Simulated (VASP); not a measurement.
Here is a VASP 6.6.1 calculation.

Contents of INCAR:

```
PREC     = Accurate       # precision mode
ENCUT    = 600            # plane-wave cutoff, eV
EDIFF    = 1E-7           # SCF threshold, eV
ISMEAR   = 0              # smearing method
SIGMA    = 0.03           # smearing width, eV
LREAL    = False          # projectors in reciprocal space
LASPH    = True           # aspherical terms in the spheres
NELM     = 80             # most SCF steps
ALGO     = Normal         # electronic algorithm
ISIF     = 3              # what is computed and relaxed
LWAVE    = False          # write WAVECAR
LCHARG   = False          # write CHGCAR
IBRION   = 2              # ionic algorithm
NSW      = 90             # ionic steps
EDIFFG   = -0.005         # ionic threshold
```

KPOINTS

```
regular mesh
0
Gamma
  8 8 8
```

The input POSCAR:

```
KTaO3                                   
1.0
    3.9589256250      0.0000000000     -0.0000000000
    0.0000000000      3.9589256250     -0.0000000000
    0.0000000000      0.0000000000      3.9589256250
  K               Ta              O             
     1     1     3
Direct
     0.5000000000000000    0.5000000000000000    0.5000000000000000
     0.0000000000000000    0.0000000000000000    0.0000000000000000
     0.5000000000000000    0.0000000000000000    0.0000000000000000
     0.0000000000000000    0.5000000000000000    0.0000000000000000
     0.0000000000000000    0.0000000000000000    0.5000000000000000
```

Potentials or basis: VASP PAW LDA potentials, release 64 (K_sv, Ta_pv, O).

The run is started by

```bash
$ cat potpaw_LDA.64/K_sv/POTCAR potpaw_LDA.64/Ta_pv/POTCAR potpaw_LDA.64/O/POTCAR > POTCAR
$ mpirun -np 1 vasp_std > vasp.out
```

Q: Predict the band gap on the k mesh.

A: 2.07 eV, indirect (least direct gap 2.68 eV).

Final structure:
```cif
data_structure
_symmetry_space_group_name_H-M 'P 1'
_symmetry_Int_Tables_number 1
_cell_length_a 3.9589
_cell_length_b 3.9589
_cell_length_c 3.9589
_cell_angle_alpha 90.000
_cell_angle_beta 90.000
_cell_angle_gamma 90.000
_cell_volume 62.05
loop_
_atom_site_label
_atom_site_type_symbol
_atom_site_fract_x
_atom_site_fract_y
_atom_site_fract_z
_atom_site_occupancy
K1 K 0.50000 0.50000 0.50000 1
Ta1 Ta 0.00000 0.00000 0.00000 1
O1 O 0.50000 0.00000 0.00000 1
O2 O 0.00000 0.50000 0.00000 1
O3 O 0.00000 0.00000 0.50000 1
```

Caveat: the relaxation stopped at its first step, so nothing moved; spin-orbit coupling is left out, which moves the levels of the heavy elements. LDA gaps usually lie below the measured ones, often by a third to a half.
